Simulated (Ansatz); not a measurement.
# HfO2: single point with PBE

The system is HfO2.

```
Hf O
1.0
     5.21946    0.00000    0.00000
     0.00000    5.00476    0.00000
     0.00000    0.00000    5.03269
Hf O
4 8
Cartesian
  5.0472 3.6661 3.7314
  2.7820 3.6661 1.2151
  2.4375 1.3387 3.7314
  0.1723 1.3387 1.2151
  3.2994 4.6477 4.4251
  4.5298 4.6477 1.9087
  1.2211 2.7020 2.4776
  1.3886 2.7020 4.9939
  3.9984 2.3028 4.9939
  3.8308 2.3028 2.4776
  0.6896 0.3571 4.4251
  1.9201 0.3571 1.9087
```

Measurements of this composition are mostly on another form, of space group No. 14.

```yaml
Program: Ansatz 0.2.0
Task: single point
Functional: PBE
Potentials_or_basis: PseudoDojo stringent (PBE files)
Cutoff: 1796 eV
Density_cutoff: 7184 eV
k_mesh: 5 × 6 × 5
Occupations: fermi-dirac, width 0.05 eV
Spin: no spin polarisation
```

```
Pressure               : 8.9 GPa
Largest force          : 0.105 eV/Å
Band gap on the k mesh : 4.49 eV, indirect (least direct gap 4.69 eV)
```

Forces in eV/Å, atoms in the order of the input:
```
Hf   0.054 -0.018  0.086
Hf  -0.054 -0.018  0.086
Hf   0.054  0.018  0.086
Hf  -0.054  0.018  0.086
O   -0.027 -0.031 -0.009
O    0.027 -0.031 -0.009
O    0.028  0.066 -0.077
O   -0.028  0.066 -0.077
O   -0.028 -0.066 -0.077
O    0.028 -0.066 -0.077
O   -0.027  0.031 -0.009
O    0.027  0.031 -0.009
```

Stress tensor (GPa, compression positive):
```
9.00 0.00 0.00
0.00 9.08 0.00
0.00 0.00 8.73
```

Levels at points of the mesh, in eV from the valence-band top:
```tsv
k point	band 72	band 73	band 74	band 75	band 76	band 77	band 78	band 79	band 80	band 81
(0.00, 0.00, 0.00)	-0.95	-0.68	-0.17	-0.05	0.00	5.00	5.26	5.37	5.80	5.91
(0.00, -0.50, 0.00)	-0.80	-0.80	-0.39	-0.18	-0.11	4.58	4.95	5.03	5.66	5.66
```

It took 120 s on 4 threads of Arm Neoverse V1 (shared host), peak memory 3.1 GiB.

Caveat: odd divisions of the mesh miss points on the zone boundary, where band edges often lie, so the gap on the mesh can be too wide; spin-orbit coupling is left out, which moves the levels of the heavy elements. As with any semilocal functional, this PBE gap is likely too small.
